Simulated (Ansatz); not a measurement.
# Fe (P6_3/mmc) in Ansatz: notebook

The runs below take Fe through phonons, elastic constants, with PBEsol.

All numbers are computed with Ansatz 0.2.0; they aren't measurements. Logs are shortened: lines on timing, memory, paths and dates and some standing lists are left out, and cuts for length are marked.

## 1. Starting point

Symmetry: P6_3/mmc, No. 194, hexagonal system. Conventional cell: a = 2.434 Å, b = 2.434 Å, c = 3.842 Å, α = 90.00°, β = 90.00°, γ = 120.00°. Around Fe (site symmetry -6m2) lie 12 Fe at 2.38 to 2.43 Å.

This isn't the form of Fe at room conditions, which is bcc.

## 2. Phonons, PBEsol, collinear spin, ferromagnetic start

Input file input.yaml:

```yaml
crystal:
  lattice:
    - [2.4341575853, 0.0, 0.0]
    - [-1.2170787927, 2.1080423057, 0.0]
    - [0.0, 0.0, 3.84193447]
  atoms:
    - { symbol: Fe, position: [0.6666666667, 0.3333333333, 0.75], spin: 3.0 }
    - { symbol: Fe, position: [0.3333333333, 0.6666666667, 0.25], spin: 3.0 }
hamiltonian:
  xc: pbesol
  pseudopotentials: { kind: paw }
magnetization:
  spin_polarized: true
kpoints:
  mp_grid: { grid: [10, 10, 6] }
scf:
  occupations: { method: fermi_dirac, width: 0.05 }
phonons:
  method: dfpt
  qmesh: [2, 2, 2]
  temperatures: { t_max: 1000, t_step: 100 }
  qpath:
    path:
      - [[0.0, 0.0, 0.0], [0.5, 0.0, 0.0], [0.3333333333, 0.3333333333, 0.0], [0.0, 0.0, 0.0], [0.0, 0.0, 0.5], [0.5, 0.0, 0.5], [0.3333333333, 0.3333333333, 0.5], [0.0, 0.0, 0.5]]
      - [[0.5, 0.0, 0.5], [0.5, 0.0, 0.0]]
      - [[0.3333333333, 0.3333333333, 0.0], [0.3333333333, 0.3333333333, 0.5]]
    npoints: 8
```

Potentials or basis: Ansatz PAW.

Command:

```
$ ansatz run input.yaml --threads 2 --pin off --max-ram 5632MiB --backend cpu --events-out ev --progress --plain --runs-dir out
```

Standard output:

```text
Warning: RAYON_NUM_THREADS=2 ignored (pool sized by the plan → 2); use --threads N
Engine: ansatz 0.2.0, aarch64-unknown-linux-gnu
Pseudopotentials: kind: paw
Pseudopotential: Fe, paw, valence charge 16, recommended cutoff 420 eV (normal), Fe.paw.azcp
Functional definition: PBEsol
  exchange = pbesol_x
  correlation = pbesol_c
Crystal: 2 atoms, lattice volume = 19.714 Å³
Basis set: ecut = 420 eV, 391 PW (Γ), exchange–correlation on 36×36×60 points (8 copies of the dense FFT grid, shifted against one another)
Bands: 23, of which v1, the nominal top of the filled ones, is band 16 counted from 1 (15 counted from 0)
Symmetry: 24 space group operations
Space group: P63/mmc (ITA 194), of the structure as read, at distance tolerance 2.7e-5 Å
Magnetic group: BNS 194.263 (UNI 1493), of the structure as read, at distance tolerance 2.7e-5 Å
k-points: 56 of 600
Non-local potential: Fe, projectors of the file, l = 0: 3, l = 1: 2, l = 2: 3, l = 3: 1
PAW form: soft (Blöchl's): semilocal exchange-correlation on the pseudo side does not see the compensation charge
PAW frozen core: Fe, regenerated for the run's functional, and the local potential with it (the file was generated under x = pbe(κ = 0.804, μ = 0.2195149727645171), c = pbe(β = 0.06672455060314922))
PAW one-centre angular grid: Fe, 590 points (default); XC on 64 Gauss nodes
Initial density: superposition of atomic densities (chi_scale 0.1, normalization cell)
Starting moments: Σ|m| = 6 μB on 2 of 2 sites
Initial wavefunctions: pseudopotential atomic-orbital guess
Functional: x = pbesol(κ = 0.804, μ = 0.12345679012345678), c = pbesol(β = 0.046)
SCF 1 converged in 11 iterations: F = -8897.748301 eV  dr2 = 1.62e-10
Symmetry: 12 space group operations
k-points: 56 of 600 (time reversal used)
Initial density: read from a saved state, or passed on in memory by an earlier SCF of this step, an earlier step, the calling program or the single point that the run made first
Starting moments: Σ|m| = 6 μB on 2 of 2 sites; this step starts from the density that it was given
Initial wavefunctions: those read from a saved state, or passed on in memory by an earlier step or the calling program
Bands: 20, of which v1, the nominal top of the filled ones, is band 16 counted from 1 (15 counted from 0)
Stability of the state it starts from, as read at its close in the collinear treatment: not read negative (Ritz values of 1 − χ₀K, real part plus size of imaginary part, from 0.71 to 0.81, by its mixing steps under the symmetry group of the SCF that read it); its run was given moments
iter 1 solved again at ethr=8.17e-10 eV; its pass at ethr=3.10e-3 eV (dr2=2.61e-7 eV) is discarded
SCF iter   1: F=—  HF=-8897.748301 eV  |F-HF|=—  |Δ(HF+E_count)|=         —  Δρ=5.07e-7 (↑5.07e-7 ↓5.07e-7)  dr2=1.10e-10  dr2_m=0.00e0  M=0.000 μB ∫|m|=0.000 μB  β_m=0.30  ethr=8.17e-10  ⟨swp⟩=4.5  Hψ=14685  notcnv=0
automatic band count: the SCF goes on with 24 bands, as 20 were too few: the levels above may hold too much charge
preconditioner: auto → none  [metal: Δε(μ)=0.086 eV  Ē_g=11.078 eV  σ=0.050 eV  W_gap=0.36  n_scr=2 (ndim 8)  ℏωp=33.5 eV  f_vac=0.000  D(μ)=2.85/eV (n_scr^D=36)]
SCF iter   2: F=-8897.748301 eV  HF=-8897.748301 eV  |F-HF|=1.82e-12  |Δ(HF+E_count)|=  5.48e-10  Δρ=9.71e-8 (↑9.71e-8 ↓9.71e-8)  dr2=1.70e-12  dr2_m=0.00e0  M=0.000 μB ∫|m|=0.000 μB  ethr=1.00e-12  ⟨swp⟩=5.9  Hψ=7586  notcnv=0
SCF 2 converged in 2 iterations: F = -8897.748301 eV  dr2 = 1.70e-12
NSCF: frozen V_eff on 56 k-points
NSCF: frozen V_eff on 124 k-points
DFPT response loops at q = (0, 0, 0) (fractional): preconditioner auto → Kerker (q_TF=auto, 2.958 Å⁻¹) (partly filled bands, converged f_vac=0.000); β = 1.00, the filter's whole step (`scf.mixing.beta` (0.30) is not read by the response loops under this deck's `scf.mixing.preconditioner`; to damp them name `kerker` or `kerker_dos`, under which they read `scf.mixing.beta`, and type it under 1.00, their step now; both keys bind the ground state too); Broyden in place of MSR1
NSCF: frozen V_eff on 248 k-points
DFPT response loops at q = (0, 0, -0.5) (fractional): mixed as the last ones told, above
NSCF: frozen V_eff on 248 k-points
DFPT response loops at q = (0, -0.5, 0) (fractional): mixed as the last ones told, above
NSCF: frozen V_eff on 248 k-points
DFPT response loops at q = (0, -0.5, -0.5) (fractional): mixed as the last ones told, above
SCF converged after 2 iterations
Magnetization: 0.0000 μB (16.0000 up, 16.0000 down)
Absolute magnetization: 0.0000 μB (∫|ρ↑−ρ↓|)
Spin contamination: 0.0000 ħ² per cell (⟨S²⟩ above its minimum at these occupations)
Per-site moments (μB) at R_I (Å): [(0.0, 0.9818155270763972), (0.0, 0.9818155270763972)]
Free energy (F): -8897.748301 eV
Harris-Foulkes:  -8897.748301 eV  (|F-HF|=1.82e-12)
Internal energy: -8897.724614 eV  (E = F + TS)
E sigma→0 (E₀):  -8897.736458 eV
Entropy (-TS):   -0.023687 eV (-11.844 meV/atom)
Fermi energy:    21.794509 eV
--- Per-component energies (eV) ---
  E_band       = -330.478467
  E_kinetic    = 713.418427
  E_local      = -3767.877334  (includes V_loc(G=0)·N_el)
  E_nonlocal   = 428.156400
  E_hartree    = 1595.440179
  E_xc         = -238.608045
  E_vxc        = -308.698640  (∫ρ·V_xc dr)
  E_paw        = -2663.944889  (= ΣΔE_a)
  E_vpaw       = -586.359644  (= ΣTr[D̂ρ^β])
  E_aug_tail   = 0.001883  (compensation charges beyond the density's cutoff)
  E_ewald      = -4964.669638
  E_core_change = 0.358403  (= ΣΔE_core)
  E_smearing   = -0.023687  (= −TS)
  E_closure    = 0.000000  (closes the sum)
  Σ components = -8897.748301   (vs F -8897.748301, Δ=0.00e0)
--- Band table (eV; the first three rows and the last of 112) ---
  k-point 0 ↑: bands = ["-65.2370", "-65.0784", "-31.7563", "-31.1280", "-31.1280", "-31.0174", "-31.0174", "-31.0109", "12.5137", "16.5569", "20.0265", "20.0265", "20.1691", "20.5286", "20.5286", "20.8829", "20.8829", "22.2323", "22.5517", "22.5517", "30.8614", "43.2878", "46.9372", "47.7299"]
  k-point 1 ↑: bands = ["-65.2264", "-65.0890", "-31.7079", "-31.1206", "-31.1206", "-31.0624", "-31.0248", "-31.0248", "12.8348", "16.5107", "19.9112", "19.9112", "20.0513", "20.4027", "20.4027", "21.1522", "21.1522", "21.3384", "22.5451", "22.5451", "32.3063", "43.0803", "46.2629", "46.7237"]
  k-point 2 ↑: bands = ["-65.1974", "-65.1181", "-31.5745", "-31.2019", "-31.1003", "-31.1003", "-31.0450", "-31.0450", "13.7432", "16.1161", "19.7694", "19.8182", "19.8182", "20.0074", "20.1330", "20.1330", "21.6623", "21.6623", "22.4404", "22.4404", "35.4838", "42.2000", "44.5749", "45.0546"]
  k-point 55 ↓: bands = ["-65.0689", "-65.0689", "-31.5899", "-31.5899", "-31.3819", "-31.3819", "-31.1298", "-31.1298", "17.8835", "17.8835", "18.6212", "18.6212", "19.4097", "19.4097", "21.0321", "21.0321", "22.6214", "22.6214", "27.9776", "27.9776", "31.5940", "31.5940", "33.8866", "33.8866"]
--- Phonons (Γ-DFPT): 2 representative perturbations + reference (Σ response iterations 6) ---
  ASR residual: 1.644e-3 → 0.000e0 eV/Å²; symmetrization residual: 1.418e-9 eV/Å²
  ASR residual per site (eV/Å²): 1.64e-3 1.64e-3
  Γ frequencies (cm⁻¹): 0.00 0.00 0.00 243.69 243.69 321.27
--- Phonons (arbitrary-q DFPT): 4 irreducible q on the 2×2×2 mesh ---
  q = [0.0000, 0.0000, 0.0000] (star 1, of the zone-centre solve; hermiticity 1.34e-10, symmetrization 6.69e-11): -0.00 0.00 0.00 243.69 243.69 321.27
  q = [0.0000, 0.0000, -0.5000] (star 1, 2 solved perturbations in 180 linear systems a pass and spin channel, the states on 124 of 600 k-point pairs; hermiticity 5.34e-9, symmetrization 2.67e-9): 170.64 170.64 170.64 170.64 277.57 277.57
  q = [0.0000, -0.5000, 0.0000] (star 3, 3 solved perturbations on 124 of 600 k-point pairs; hermiticity 1.23e-8, symmetrization 6.61e-10): 170.67 215.43 220.74 266.68 282.09 289.81
  q = [0.0000, -0.5000, -0.5000] (star 3, 3 solved perturbations on 124 of 600 k-point pairs; hermiticity 9.59e-8, symmetrization 5.79e-10): 208.82 208.82 232.62 232.62 324.71 324.71
  sum rule: each row above includes the acoustic sum rule's correction from the zone centre's row sums; it moved no ω² by more than (2.83 cm⁻¹)²
  mesh force constants: q→R imaginary residual 1.34e-17; ASR residual 1.644e-3 → 0.000e0 eV/Å²; symmetrization residual 1.066e-14 eV/Å²
  interpolated dispersion: 75 rows × 6 modes
  density of states and harmonic sums: on the 30×30×16 q-mesh, interpolated from the force constants of a 2×2×2 supercell (no non-analytic term)
  largest difference from the sums on the solved wave vectors: F 6.20e-2 eV, S 9.43e-5 and C_V 3.23e-5 eV/K
  zero-point energy: 0.087231 eV/cell   skipped modes (ω ≤ 0): 3   left out of the sums: 3.47e-5 of the cell's modes: C_V's classical limit lies that fraction below 3 k_B per atom; for a crystal, a wire or a layer, F and S can be off by more, and a phonons.interpolated_qmesh denser along its periods is the remedy for the sampling
```

phbands.tsv:

```text
# q_distance	omega_0_inv_cm	omega_1_inv_cm	omega_2_inv_cm	omega_3_inv_cm	omega_4_inv_cm	omega_5_inv_cm	omega_0_thz	omega_1_thz	omega_2_thz	omega_3_thz	omega_4_thz	omega_5_thz
[... 76 lines left out ...]
10.085156	205.093596	205.093596	227.191998	286.175901	286.175901	301.835619	6.148551	6.148551	6.811045	8.579338	8.579338	9.048804
10.187369	200.598395	200.598395	234.757831	296.133265	296.133265	297.814505	6.013789	6.013789	7.037863	8.877852	8.877852	8.928254
10.289583	197.158143	197.158143	243.416408	292.637907	305.021131	305.021131	5.910652	5.910652	7.297440	8.773064	9.144303	9.144303
10.391797	194.813406	194.813406	252.618976	286.340574	311.971893	311.971893	5.840359	5.840359	7.573326	8.584274	9.352682	9.352682
10.494011	193.473268	193.473268	261.873883	279.004031	316.383071	316.383071	5.800183	5.800183	7.850781	8.364330	9.484926	9.484926
10.596225	193.039746	193.039746	270.773666	270.773666	317.893703	317.893703	5.787186	5.787186	8.117590	8.117590	9.530213	9.530213
```

Run time: 76 s. Hardware: 2 threads of Arm Neoverse V1, shared host; peak memory 0.69 GiB.

Results:

| Property | Result |
| --- | --- |
| Free energy | -8897.7483 eV |
| Band gap on the k mesh | none (metal or under the smearing width) |
| Net moment | 0.00 μB per cell |
| Absolute moment | 0.00 μB per cell |
| Highest phonon frequency | 325 cm⁻¹ |

Phonon frequencies in cm⁻¹ (negative: imaginary):
```csv
q point,frequencies
"(0.000, 0.000, 0.000)",0 0 0 244 244 321
"(0.000, 0.000, -0.500)",171 171 171 171 278 278
"(0.000, -0.500, 0.000)",171 215 221 267 282 290
"(0.000, -0.500, -0.500)",209 209 233 233 325 325
```

Caveat: the starting moments collapsed, and a magnetic state may lie lower; the q mesh is small, so phonon branches between its points and thermal values are rough; the PAW data sets come from PBE, with cores solved anew for the run's functional, which leaves a small shift of forces and pressure.

## 3. Elastic constants, PBEsol, collinear spin, ferromagnetic start

Input file input.yaml:

```yaml
crystal:
  lattice:
    - [2.4341575853, 0.0, 0.0]
    - [-1.2170787927, 2.1080423057, 0.0]
    - [0.0, 0.0, 3.84193447]
  atoms:
    - { symbol: Fe, position: [0.6666666667, 0.3333333333, 0.75], spin: 3.0 }
    - { symbol: Fe, position: [0.3333333333, 0.6666666667, 0.25], spin: 3.0 }
hamiltonian:
  xc: pbesol
  pseudopotentials: { kind: paw }
magnetization:
  spin_polarized: true
kpoints:
  mp_grid: { grid: [10, 10, 6] }
scf:
  occupations: { method: fermi_dirac, width: 0.05 }
output:
  forces: true
  stress: true
elastic:
  mode: relaxed_ion
  stencil: two_point
```

Potentials or basis: Ansatz PAW.

Command:

```
$ ansatz run input.yaml --threads 2 --pin off --max-ram 5632MiB --backend cpu --events-out ev --progress --plain --runs-dir out
```

It took 39 s on 2 threads of Arm Neoverse V1, shared host; peak memory 0.47 GiB.

The run converged. Its results:

- Free energy: -8897.7483 eV
- Pressure: -1.3 GPa
- Band gap on the k mesh: none (metal or under the smearing width)
- Net moment: 0.00 μB per cell
- Absolute moment: 0.00 μB per cell
- Voigt bulk modulus: 318 GPa

Stress tensor (GPa, compression positive):
```
-0.82  0.00  0.00
 0.00 -0.82  0.00
 0.00  0.00 -2.14
```

Levels at points of the mesh, in eV from the Fermi level:
Spin up:
```
             k point  band 12  band 13  band 14  band 15  band 16  band 17  band 18  band 19  band 20  band 21
  (0.00, 0.00, 0.00)    -1.77    -1.63    -1.27    -1.27    -0.91    -0.91     0.44     0.76     0.76     9.07
 (0.00, 0.00, -0.50)    -2.22    -1.89    -1.89    -1.89    -1.89     0.34     0.34     0.34     0.34    17.38
 (0.00, -0.50, 0.00)    -2.22    -2.10    -1.63    -1.14     0.87     1.11     1.16     2.77     4.96    11.48
(0.00, -0.50, -0.50)    -3.36    -0.70    -0.70     0.06     0.06     1.02     1.02     2.50     2.50     9.48
```
Spin down:
| k point | band 13 | band 14 | band 15 | band 16 | band 17 | band 18 | band 19 | band 20 |
| --- | --- | --- | --- | --- | --- | --- | --- | --- |
| (0.00, 0.00, 0.00) | -1.63 | -1.27 | -1.27 | -0.91 | -0.91 | 0.44 | 0.76 | 0.76 |
| (0.00, 0.00, -0.50) | -1.89 | -1.89 | -1.89 | -1.89 | 0.34 | 0.34 | 0.34 | 0.34 |
| (0.00, -0.50, 0.00) | -2.10 | -1.63 | -1.14 | 0.87 | 1.11 | 1.16 | 2.77 | 4.96 |
| (0.00, -0.50, -0.50) | -0.70 | -0.70 | 0.06 | 0.06 | 1.02 | 1.02 | 2.50 | 2.50 |

Elastic tensor in Voigt notation (GPa, in the Cartesian axes of the cell as first typed):
```
581 206 156   0   0   0
206 581 156   0   0   0
155 155 662   0   0   0
  0   0   0 174   0   0
  0   0   0   0 174   0
  0   0   0   0   0 188
```

Caveat: the starting moments collapsed, and a magnetic state may lie lower; elastic constants of metals need much finer meshes, so these are rough; the PAW data sets come from PBE, with cores solved anew for the run's functional, which leaves a small shift of forces and pressure.
